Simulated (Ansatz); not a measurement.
## HgTe under changes of volume

One of the cells (32.157 Å³/atom); the others are scaled copies at fixed shape and fractional positions:

```
CELL_PARAMETERS angstrom
0.00000 3.18000 3.18000
3.18000 0.00000 3.18000
3.18000 3.18000 0.00000
ATOMIC_POSITIONS crystal
Hg 0.00000 0.00000 0.00000
Te 0.50000 0.50000 0.50000
```

Measurements of this composition are mostly on another form, of space group No. 216.

| Quantity | Value |
| --- | --- |
| Program | Ansatz 0.2.0 |
| Functional | PBE |
| Potentials or basis | Ansatz PAW |
| Cutoff | 420 eV (not typed: the program's choice for these potentials) |
| k mesh | 7 × 7 × 7 |
| Occupations | fermi-dirac, width 0.05 eV |
| Spin | no spin polarisation |

```csv
volume (Å³/atom),energy over the lowest point (meV/atom),pressure (GPa)
30.228,0.00,-1.9
30.871,9.04,-2.6
31.514,?,?
32.157,34.79,-3.7
32.801,50.80,-4.2
33.444,68.50,-4.6
34.087,87.64,-4.9
```

**Question.** What does the run at 31.514 Å³/atom give?

**Answer.** Energy over the lowest point 20.75 meV/atom; pressure -3.2 GPa.

Worked out: A Birch-Murnaghan fit of order 3 (a polynomial in V^(-2/3)) to the other rows has no minimum within the range. It gives 20.76 meV/atom at 31.514 Å³/atom, against the run's 20.75, and -dE/dV = -3.2 GPa, against -3.2.

Energies are extrapolated to zero smearing.
